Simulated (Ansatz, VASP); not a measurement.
MgS: VASP beside Ansatz

```
Mg S
1.0
     0.00000    2.55300    2.60165
     2.65030    0.00000    2.60165
     2.65030    2.55300    0.00000
Mg S
1 1
Direct
  0.00000 0.00000 0.00000
  0.50000 0.50000 0.50000
```

Change from the starting cell: strain +0.0187 x Voigt [1, -1, 0, 0, 0, 0], atoms carried along.

Alike in both runs: task single point; functional PBE; k mesh 8 × 8 × 8; occupations gaussian, width 0.05 eV; no spin polarisation.

|  | VASP | Ansatz |
| --- | --- | --- |
| version | VASP 6.6.1 | Ansatz 0.2.0 |
| potentials or method | VASP PAW PBE potentials, release 64 (Mg, S) | scalar-relativistic, plane waves, PAW |
| plane-wave cutoff (eV) | 520 | 420 |
| valence electrons in the cell | 8 | 16 |

Ansatz gave:

| Property | Result |
| --- | --- |
| gap on the k mesh at the Fermi level (eV) | 2.63 |
| least direct gap on the mesh (eV) | 3.65 |
| pressure (GPa) | 1.4 |
| largest component of the traceless stress (GPa) | 2.05 |

Problem. Estimate VASP's values.

Solution. gap on the k mesh at the Fermi level (eV): 2.62; least direct gap on the mesh (eV): 3.64; pressure (GPa): 1.1; largest component of the traceless stress (GPa): 2.04.

The two sets of potentials don't hold the same shells in valence.

A k mesh can miss the band edges.
